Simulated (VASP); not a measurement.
# InP: cell size and functional, part 2 of 2

Aim: relax InP at several levels of theory and compare the cells. The starting structure is a measured crystal structure from the Crystallography Open Database. The first relaxation on each setting starts from this cell expanded by 3 % in volume.

VASP 6.6.1.

Results so far: PBEsol 25.40 Å³ an atom; LDA 24.74 Å³ an atom; PBE 26.45 Å³ an atom; PBEsol + D3(BJ) 24.70 Å³ an atom.

## 6. Relaxation with r2SCAN

Level of this step: r2SCAN; plane waves and PAW (In_d, P) (VASP).

r2SCAN adds the kinetic-energy density, costs more than a GGA and is run with LASPH.

The input, INCAR:

```
SYSTEM = InP
PREC = Accurate
ENCUT = 450
EDIFF = 1E-06
NELM = 100
ISMEAR = 0
SIGMA = 0.03
LREAL = .FALSE.
ALGO = Normal
METAGGA = R2SCAN
LASPH = .TRUE.
NBANDS = 15
LORBIT = 11
LWAVE = .FALSE.
LCHARG = .FALSE.
KPAR = 8
IBRION = 2
NSW = 50
ISIF = 3
EDIFFG = -0.006
```

The input, POSCAR:

```
InP
1.0
    0.0000000000      2.9634048599      2.9634048599
    2.9634048599      0.0000000000      2.9634048599
    2.9634048599      2.9634048599      0.0000000000
In P
1 1
Direct
    0.0000000000      0.0000000000      0.0000000000
    0.7500000000      0.7500000000      0.7500000000
```

The input, KPOINTS:

```
Automatic mesh
0
Gamma
6 6 6
0 0 0
```

Potentials, in the order of the species: In_d and P (PBE family, release 64).

Launch:

```
mpirun -np 8 vasp_std
```

The program printed:

```text
[banner, memory and clock lines left out]
running    8 mpi-ranks, on    1 nodes
[...]
[... a notice as in an earlier step ...]

 [... a notice as in an earlier step ...]

 LDA part: xc-table for (None), standard interpolation
 POSCAR, INCAR and KPOINTS ok, starting setup
[...]
entering main loop
       N       E                     dE             d eps       ncg     rms          rms(c)
DAV:   1     0.883956687592E+02    0.88396E+02   -0.80336E+03   480   0.121E+03
DAV:   2    -0.281155548127E+02   -0.11651E+03   -0.11237E+03   522   0.306E+02
DAV:   3    -0.356846716288E+02   -0.75691E+01   -0.75345E+01   613   0.803E+01
DAV:   4    -0.358838078275E+02   -0.19914E+00   -0.19907E+00   616   0.142E+01
[...]
DAV:  11    -0.322865311740E+02   -0.34072E-04   -0.43897E-05   649   0.766E-02    0.610E-02
DAV:  12    -0.322865247709E+02    0.64031E-05   -0.34939E-05   592   0.829E-02    0.452E-02
DAV:  13    -0.322865246558E+02    0.11508E-06   -0.24085E-06   620   0.118E-02
[...]
2 F= -.32287587E+02 E0= -.32287587E+02  d E =-.106224E-02
 trial-energy change:   -0.001062  1 .order   -0.000887   -0.003788    0.002013
 step:   0.6916(harm=  0.6530)  dis= 0.00000  next Energy=   -32.287892 (dE=-0.137E-02)
[...]
N       E                     dE             d eps       ncg     rms          rms(c)
DAV:   1    -0.322919148234E+02   -0.43286E-02   -0.98529E-02   620   0.644E+00    0.472E-01
DAV:   2    -0.322884815914E+02    0.34332E-02   -0.66905E-03   592   0.194E+00    0.152E-01
DAV:   3    -0.322879299527E+02    0.55164E-03   -0.14590E-03   634   0.887E-01    0.131E-01
DAV:   4    -0.322879428286E+02   -0.12876E-04   -0.94833E-05   508   0.891E-02    0.141E-01
DAV:   5    -0.322879181709E+02    0.24658E-04   -0.19452E-05   599   0.364E-02    0.635E-02
DAV:   6    -0.322879012703E+02    0.16901E-04   -0.21219E-05   635   0.471E-02    0.190E-02
DAV:   7    -0.322879035162E+02   -0.22459E-05   -0.69151E-06   515   0.200E-02    0.158E-02
DAV:   8    -0.322879023629E+02    0.11533E-05   -0.74972E-07   289   0.747E-03    0.405E-03
DAV:   9    -0.322879018433E+02    0.51962E-06   -0.33381E-07   240   0.551E-03
   3 F= -.32287902E+02 E0= -.32287902E+02  d E =-.137719E-02
[...]
reached required accuracy - stopping structural energy minimisation
```

Run time: 27 s. Hardware: 8 MPI ranks of AMD EPYC 9R45, shared host; peak memory 1.3 GiB.

Parts of OUTCAR (step 6):

```text
  Total        0.0081806      0.0081806      0.0081806     -0.0000000      0.0000000      0.0000000
  in kB        0.2547267      0.2547267      0.2547267     -0.0000000      0.0000000      0.0000000
  external PRESSURE =       0.2547267 kB  Pullay stress =       0.0000000 kB

 POSITION                                       TOTAL-FORCE (eV/Angst)
 -----------------------------------------------------------------------------------
      0.00000      0.00000      0.00000         0.000000      0.000000      0.000000
      4.42814      4.42814      4.42814        -0.000000     -0.000000     -0.000000
 -----------------------------------------------------------------------------------
    total drift:                                0.000002      0.000002      0.000002

  FREE ENERGIE OF THE ION-ELECTRON SYSTEM (eV)
  ---------------------------------------------------
  free  energy   TOTEN  =       -32.2879018433 eV

  energy  without entropy=      -32.2879018433  energy(sigma->0) =      -32.28790184

[... 2 parts as in an earlier step ...]

[... 2 further parts left out ...]
[key lines of the parts left out:]
E-fermi :   4.9396
```

With r2SCAN the relaxed cell holds 25.727 Å³ an atom, +1.83 % against the measured cell, with a = 5.904 Å. That is +1.30 % from PBEsol. Pressures at 0.985 and 1.015 times this volume, from two more relaxations that aren't shown, give a bulk modulus of 68.5 GPa.

## 7. Relaxation with r2SCAN + rVV10

rVV10 adds a nonlocal correlation energy for dispersion. This run starts from the cell of an earlier relaxation, which isn't shown; the restart sets up the plane waves anew.

Changes to INCAR since step 6:

```diff
@@ -10,2 +10,6 @@
 METAGGA = R2SCAN
+LUSE_VDW = .TRUE.
+IVDW_NL = 2
+BPARAM = 11.95
+CPARAM = 0.0093
 LASPH = .TRUE.
```

The input, POSCAR:

```
InP
1.0
    0.0000000000      2.9426050232      2.9426050232
    2.9426050232      0.0000000000      2.9426050232
    2.9426050232      2.9426050232      0.0000000000
In P
1 1
Direct
    0.0000000000      0.0000000000      0.0000000000
    0.7500000000      0.7500000000      0.7500000000
```

KPOINTS is that of step 6.

Launch:

```
mpirun -np 8 vasp_std
```

The program printed:

```text
[banner, memory and clock lines left out]
running    8 mpi-ranks, on    1 nodes
[...]
[... a notice as in an earlier step ...]

|                                                                             |
|               ----> ADVICE to this user running VASP <----                  |
|                                                                             |
|     You have switched on vdW-DFT.                                           |
|     This routine was written and supplied by Jiri Klimes. We recommend      |
|     that you carefully read and cite the following publications:            |
|       J. Klimes, D.R. Bowler, A. Michelides                                 |
|          J. Phys.: Cond Matt. 22 022201 (2010)                              |
|       J. Klimes, D.R. Bowler, A. Michelides                                 |
|          Phys. Rev. B. 83, 195131 (2011)                                    |
|     and references therein.                                                 |
[...]
Total rVV10 correction in eV:      0.4845981    20.0131701
Total rVV10 correction in eV:      0.4845981    20.0131701
Total rVV10 correction in eV:      0.4845981    20.0131701
DAV:   4    -0.318013170661E+02   -0.37295E-06   -0.27819E-06   472   0.153E-02
Total rVV10 correction in eV:      0.4845780    20.0131701
Total rVV10 correction in eV:      0.4845780    20.0131701
Total rVV10 correction in eV:      0.4845780    20.0131701
Total rVV10 correction in eV:      0.4845780    20.0131701
Total rVV10 correction in eV:      0.4845780    20.0131701
Total rVV10 correction in eV:      0.4845780    20.0131701
Total rVV10 correction in eV:      0.4845780    20.0131701
Total rVV10 correction in eV:      0.4845780    20.0131701
Total rVV10 correction in eV:      0.4845997    20.0131701
Total rVV10 correction in eV:      0.4845997    20.0131701
Total rVV10 correction in eV:      0.4845997    20.0131701
Total rVV10 correction in eV:      0.4845997    20.0131701
Total rVV10 correction in eV:      0.4845997    20.0131701
Total rVV10 correction in eV:      0.4845997    20.0131701
Total rVV10 correction in eV:      0.4845997    20.0131701
Total rVV10 correction in eV:      0.4845997    20.0131701
   3 F= -.31801317E+02 E0= -.31801317E+02  d E =0.873545E-06
[...]
reached required accuracy - stopping structural energy minimisation
```

The job ended after 52 s (8 MPI ranks; peak memory 2.1 GiB; 6.2 min of CPU time).

Parts of OUTCAR (step 7):

```text
  Total        0.0034481      0.0034481      0.0034481     -0.0000000      0.0000000      0.0000000
  in kB        0.1083519      0.1083519      0.1083519     -0.0000000      0.0000000      0.0000000
  external PRESSURE =       0.1083519 kB  Pullay stress =       0.0000000 kB

 POSITION                                       TOTAL-FORCE (eV/Angst)
 -----------------------------------------------------------------------------------
      0.00000      0.00000      0.00000         0.000000      0.000000      0.000000
      4.41469      4.41469      4.41469        -0.000000     -0.000000     -0.000000
 -----------------------------------------------------------------------------------
    total drift:                                0.000002      0.000002      0.000002

  FREE ENERGIE OF THE ION-ELECTRON SYSTEM (eV)
  ---------------------------------------------------
  free  energy   TOTEN  =       -31.8013170661 eV

  energy  without entropy=      -31.8013170661  energy(sigma->0) =      -31.80131707

[... 2 parts as in an earlier step ...]

[... 2 further parts left out ...]
[key lines of the parts left out:]
E-fermi :   5.0394
```

With r2SCAN + rVV10 the relaxed cell holds 25.493 Å³ an atom, +0.90 % against the measured cell, with a = 5.886 Å. That is +0.38 % from PBEsol. Pressures at 0.985 and 1.015 times this volume, from two more relaxations that aren't shown, give a bulk modulus of 70.6 GPa.

## 8. Relaxation with rev-vdW-DF2

rev-vdW-DF2 revises the exchange of vdW-DF2 for solids.

Changes to INCAR since step 7:

```diff
@@ -9,7 +9,8 @@
 ALGO = Normal
-METAGGA = R2SCAN
+GGA = MK
+AGGAC = 0
 LUSE_VDW = .TRUE.
-IVDW_NL = 2
-BPARAM = 11.95
-CPARAM = 0.0093
+PARAM1 = 0.1234
+PARAM2 = 0.711357
+ZAB_VDW = -1.8867
 LASPH = .TRUE.
```

The input, POSCAR:

```
InP
1.0
    0.0000000000      2.9634048599      2.9634048599
    2.9634048599      0.0000000000      2.9634048599
    2.9634048599      2.9634048599      0.0000000000
In P
1 1
Direct
    0.0000000000      0.0000000000      0.0000000000
    0.7500000000      0.7500000000      0.7500000000
```

KPOINTS is that of step 7.

Launch:

```
mpirun -np 8 vasp_std
```

The program printed:

```text
[banner, memory and clock lines left out]
running    8 mpi-ranks, on    1 nodes
[...]
[... a notice as in an earlier step ...]

 [... a notice as in an earlier step ...]

 [... a notice as in an earlier step ...]

 LDA part: xc-table for (Slater+PW92), standard interpolation
 POSCAR, INCAR and KPOINTS ok, starting setup
[...]
entering main loop
       N       E                     dE             d eps       ncg     rms          rms(c)
DAV:   1     0.115638692862E+03    0.11564E+03   -0.78901E+03   487   0.119E+03
DAV:   2     0.274016923340E+01   -0.11290E+03   -0.10876E+03   515   0.300E+02
DAV:   3    -0.461550067772E+01   -0.73557E+01   -0.73212E+01   606   0.776E+01
DAV:   4    -0.480389320046E+01   -0.18839E+00   -0.18833E+00   594   0.139E+01
[...]
DAV:  10    -0.440397738462E+01   -0.35278E-04   -0.16405E-04   775   0.117E-01    0.108E-01
DAV:  11    -0.440399717522E+01   -0.19791E-04   -0.27688E-05   588   0.554E-02    0.284E-02
DAV:  12    -0.440399626057E+01    0.91465E-06   -0.78935E-06   627   0.428E-02
   1 F= -.44039963E+01 E0= -.44039963E+01  d E =-.440400E+01
[...]
reached required accuracy - stopping structural energy minimisation
```

Run time: 19 s. Hardware: 8 MPI ranks; peak memory 2.6 GiB.

OUTCAR, selected parts (step 8):

```text
  Total        0.0077489      0.0077489      0.0077489      0.0000000      0.0000000     -0.0000000
  in kB        0.2385318      0.2385318      0.2385318      0.0000000      0.0000000     -0.0000000
  external PRESSURE =       0.2385318 kB  Pullay stress =       0.0000000 kB

 POSITION                                       TOTAL-FORCE (eV/Angst)
 -----------------------------------------------------------------------------------
      0.00000      0.00000      0.00000        -0.000000     -0.000000     -0.000000
      4.44511      4.44511      4.44511         0.000000      0.000000      0.000000
 -----------------------------------------------------------------------------------
    total drift:                                0.000000      0.000000      0.000000

  FREE ENERGIE OF THE ION-ELECTRON SYSTEM (eV)
  ---------------------------------------------------
  free  energy   TOTEN  =        -4.4039962606 eV

  energy  without entropy=       -4.4039962606  energy(sigma->0) =       -4.40399626

[... 2 parts as in an earlier step ...]

[... 2 further parts left out ...]
[key lines of the parts left out:]
E-fermi :   4.9629
```

With rev-vdW-DF2 the relaxed cell holds 26.024 Å³ an atom, +3.00 % against the measured cell, where it started, since the stress there already met the criterion, with a = 5.927 Å. That is +2.47 % from PBEsol. Pressures at 0.985 and 1.015 times this volume, from two more relaxations that aren't shown, give a bulk modulus of 62.1 GPa.

## 9. Relaxation with SCAN

SCAN adds the kinetic-energy density; it is numerically more delicate than r2SCAN. This run starts from the cell of an earlier relaxation, which isn't shown; the restart sets up the plane waves anew.

Changes to INCAR since step 8:

```diff
@@ -9,8 +9,3 @@
 ALGO = Normal
-GGA = MK
-AGGAC = 0
-LUSE_VDW = .TRUE.
-PARAM1 = 0.1234
-PARAM2 = 0.711357
-ZAB_VDW = -1.8867
+METAGGA = SCAN
 LASPH = .TRUE.
```

The input, POSCAR:

```
InP
1.0
    0.0000000000      2.9438326622      2.9438326622
    2.9438326622      0.0000000000      2.9438326622
    2.9438326622      2.9438326622      0.0000000000
In P
1 1
Direct
    0.0000000000      0.0000000000      0.0000000000
    0.7500000000      0.7500000000      0.7500000000
```

KPOINTS is that of step 8.

Launch:

```
mpirun -np 8 vasp_std
```

The program printed:

```text
[... set-up lines as in an earlier step ...]
 entering main loop
       N       E                     dE             d eps       ncg     rms          rms(c)
DAV:   1     0.708457792481E+02    0.70846E+02   -0.78815E+03   487   0.122E+03
DAV:   2    -0.406409373715E+02   -0.11149E+03   -0.10718E+03   536   0.290E+02
DAV:   3    -0.476523394298E+02   -0.70114E+01   -0.69809E+01   599   0.768E+01
DAV:   4    -0.478412867034E+02   -0.18895E+00   -0.18889E+00   646   0.141E+01
[...]
DAV:  11    -0.443580605358E+02    0.31943E-03   -0.13393E-04   579   0.104E-01    0.452E-02
DAV:  12    -0.443581208026E+02   -0.60267E-04   -0.29274E-05   790   0.456E-02    0.431E-02
DAV:  13    -0.443581210415E+02   -0.23886E-06   -0.13684E-06   569   0.829E-03
   1 F= -.44358121E+02 E0= -.44358121E+02  d E =-.443581E+02
[...]
reached required accuracy - stopping structural energy minimisation
```

It took 10 s on 8 MPI ranks; peak memory 1.2 GiB.

OUTCAR, selected parts (step 9):

```text
  Total        0.0058160      0.0058160      0.0058160      0.0000000      0.0000000      0.0000000
  in kB        0.1826267      0.1826267      0.1826267      0.0000000      0.0000000      0.0000000
  external PRESSURE =       0.1826267 kB  Pullay stress =       0.0000000 kB

 POSITION                                       TOTAL-FORCE (eV/Angst)
 -----------------------------------------------------------------------------------
      0.00000      0.00000      0.00000         0.000000      0.000000     -0.000000
      4.41575      4.41575      4.41575        -0.000000     -0.000000      0.000000
 -----------------------------------------------------------------------------------
    total drift:                                0.000112      0.000112      0.000114

  FREE ENERGIE OF THE ION-ELECTRON SYSTEM (eV)
  ---------------------------------------------------
  free  energy   TOTEN  =       -44.3581210415 eV

  energy  without entropy=      -44.3581210415  energy(sigma->0) =      -44.35812104

[... 2 parts as in an earlier step ...]

[... 2 further parts left out ...]
[key lines of the parts left out:]
E-fermi :   5.0408
```

With SCAN the relaxed cell holds 25.512 Å³ an atom, +0.97 % against the measured cell, with a = 5.888 Å. That is +0.45 % from PBEsol. Pressures at 0.985 and 1.015 times this volume, from two more relaxations that aren't shown, give a bulk modulus of 71.2 GPa.

## 10. The runs compared

| level | volume (Å³/atom) | against the measured cell (%) | a (Å) | bulk modulus (GPa) | pressure left (GPa) | core minutes |
| --- | --- | --- | --- | --- | --- | --- |
| PBEsol | 25.397 | 0.52 | 5.8789 | 67.0 | 0.0 | 1.01 |
| LDA | 24.744 | -2.07 | 5.828 | 71.5 | 0.0 | 1.04 |
| PBE | 26.446 | 4.67 | 5.9587 | 59.7 | -0.01 | 1.04 |
| PBEsol + D3(BJ) | 24.702 | -2.23 | 5.8247 | 72.0 | 0.0 | 0.987 |
| r2SCAN | 25.727 | 1.83 | 5.9042 | 68.5 | 0.03 | 3.6 |
| r2SCAN + rVV10 | 25.493 | 0.9 | 5.8863 | 70.6 | 0.01 | 20.5 |
| rev-vdW-DF2 | 26.024 | 3.0 | 5.9268 | 62.1 | 0.02 | 2.59 |
| SCAN | 25.512 | 0.97 | 5.8877 | 71.2 | 0.02 | 6.72 |

Core minutes are wall time times ranks, summed over the relaxations behind a row (those for a bulk modulus apart), on shared hosts.

## 11. Summary of results

```
volume, PBEsol          : 25.40 Å³/atom
volume, LDA             : 24.74 Å³/atom
volume, PBE             : 26.45 Å³/atom
volume, PBEsol + D3(BJ) : 24.70 Å³/atom
volume, r2SCAN          : 25.73 Å³/atom
volume, r2SCAN + rVV10  : 25.49 Å³/atom
volume, rev-vdW-DF2     : 26.02 Å³/atom
volume, SCAN            : 25.51 Å³/atom
```

In words: Across 8 levels the volume of InP spans 7.1 %, from 24.70 Å³ an atom (PBEsol + D3(BJ)) to 26.45 Å³ (PBE). Against the measured volume of the starting structure, PBEsol comes nearest (+0.5 %) and PBE lies farthest (+4.7 %). The measured cell holds zero-point expansion and, unless it was taken cold, thermal expansion, which the runs lack, so small differences decide nothing. Adding D3(BJ) to PBEsol changes the volume by -2.7 %. Adding rVV10 to r2SCAN changes the volume by -0.9 %. The bulk modulus goes from 59.7 GPa (PBE) to 72.0 GPa (PBEsol + D3(BJ)). LASPH is on in some of these runs and off in others, which adds a little to the differences. All runs keep the symmetry of the start, so they can't find a distortion of lower symmetry. Further runs on this material are not shown.

[Lines on the potential files, build, host, timing and source positions are cut from VASP's logs without a mark.]

[Logs are printed without paths, hosts, clocks, repeated set-up lines and the standing remarks that a program may print on its own settings, such as how far it seeks lower states.]

[Hosts, paths, dates, database ids (printed as entryN), source tags and the programs' standing remarks are cut or masked in the printed files.]
